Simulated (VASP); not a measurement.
**Bi: relaxation of cell and atoms with PBEsol**

The system is Bi.

```
Bi
1.0
     2.26154    1.30570    3.88064
    -2.26154    1.30570    3.88064
     0.00000   -2.61140    3.88064
Bi
2
Direct
  0.23694 0.23694 0.23694
  0.76306 0.76306 0.76306
```

```yaml
Program: VASP 6.6.1
Task: relaxation of cell and atoms
Functional: PBEsol
Potentials_or_basis: VASP PAW PBE potentials, release 64 (Bi_d)
Cutoff: 600 eV
k_mesh: 12 × 12 × 10
Occupations: methfessel-paxton, width 0.1 eV
Spin: no spin polarisation
Further_INCAR_settings: ALGO = Normal; EDIFF = 1e-07; IBRION = 2; EDIFFG = -0.005; NSW = 90; ISIF = 3
```

The relaxed volume is 34.40 Å³/atom and the relaxed cell is a = 4.679 Å, b = 4.679 Å, c = 4.679 Å, α = 57.82°, β = 57.82°, γ = 57.82°. The space group after relaxing (to 0.05 Å) is R-3m (No. 166), the energy gained by relaxing is 0.0 meV/atom and the ionic steps are 2. The pressure after relaxing is 0.0 GPa and the largest force after relaxing is 0.004 eV/Å. The band gap on the k mesh is none (metal or under the smearing width).

Forces in eV/Å, atoms in the order of the input:
```
Bi   0.000  0.000 -0.004
Bi   0.000  0.000  0.004
```

Final structure:
```
CELL_PARAMETERS angstrom
2.26194 1.30593 3.88177
-2.26194 1.30593 3.88177
0.00000 -2.61186 3.88177
ATOMIC_POSITIONS crystal
Bi 0.23693 0.23693 0.23693
Bi 0.76307 0.76307 0.76307
```

Levels at points of the mesh, in eV from the Fermi level:
```csv
k point,band 11,band 12,band 13,band 14,band 15,band 16,band 17,band 18,band 19
"(0.00, 0.00, 0.00)",-13.21,-7.42,-1.53,-1.25,-1.25,2.73,3.04,3.04,5.48
"(0.50, 0.00, 0.00)",-11.20,-10.66,-1.17,-1.03,-0.30,-0.27,0.35,0.78,7.66
"(0.50, 0.50, 0.00)",-11.32,-9.44,-4.89,-3.14,-3.00,2.40,5.04,5.38,6.97
"(0.50, 0.50, 0.50)",-11.79,-10.17,-0.86,-0.54,-0.54,0.51,0.51,0.56,7.22
```

Run time: 10 min on 1 thread of Intel(R) Xeon(R) Platinum 8488C (Sapphire Rapids) (shared host), peak memory 0.63 GiB.

Caveat: the PAW data sets were made with another functional, which shifts forces and pressure a little; spin-orbit coupling is left out, which moves the levels of the heavy elements.
